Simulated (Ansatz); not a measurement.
# Al$_{2}$Ru under strain

Computed with DFT r2SCAN, scalar-relativistic, plane waves, PAW in Ansatz 0.2.0. (500 eV cutoff, 10×10×10 k-mesh, Gaussian smearing of 0.01 eV, no spin polarisation)

The relaxed crystal:

```yaml
crystal:
  lattice:
    - [0.00000, 3.98951, 4.39145]
    - [2.35336, 0.00000, 4.39145]
    - [2.35336, 3.98951, 0.00000]
  atoms:
    - { symbol: Al, position: [0.07905, 0.42095, 0.07905] }
    - { symbol: Al, position: [0.42095, 0.07905, 0.42095] }
    - { symbol: Al, position: [0.17095, 0.82905, 0.17095] }
    - { symbol: Al, position: [0.82905, 0.17095, 0.82905] }
    - { symbol: Ru, position: [0.75000, 0.75000, 0.75000] }
    - { symbol: Ru, position: [0.50000, 0.50000, 0.50000] }
```

Deformation: biaxial strain in the a-b plane, with the length and tilt of c and the atoms relaxed, all within the symmetry that the strain leaves. Energies are extrapolated to zero smearing. Gaps are generalised Kohn–Sham gaps over the whole zone.

Give the structure at +1.0 %.

```yaml
crystal:
  lattice:
    - [0.00007, 4.02944, 4.43533]
    - [2.38003, 0.00185, 4.43369]
    - [2.33152, 3.99907, 0.02763]
  atoms:
    - { symbol: Al, position: [0.07825, 0.42122, 0.08245] }
    - { symbol: Al, position: [0.42193, 0.07732, 0.42248] }
    - { symbol: Al, position: [0.17175, 0.82878, 0.16755] }
    - { symbol: Al, position: [0.82807, 0.17268, 0.82752] }
    - { symbol: Ru, position: [0.74969, 0.75060, 0.75063] }
    - { symbol: Ru, position: [0.50031, 0.49940, 0.49937] }
```
Space group P-1 (2), 3.1 meV/atom over the relaxed crystal.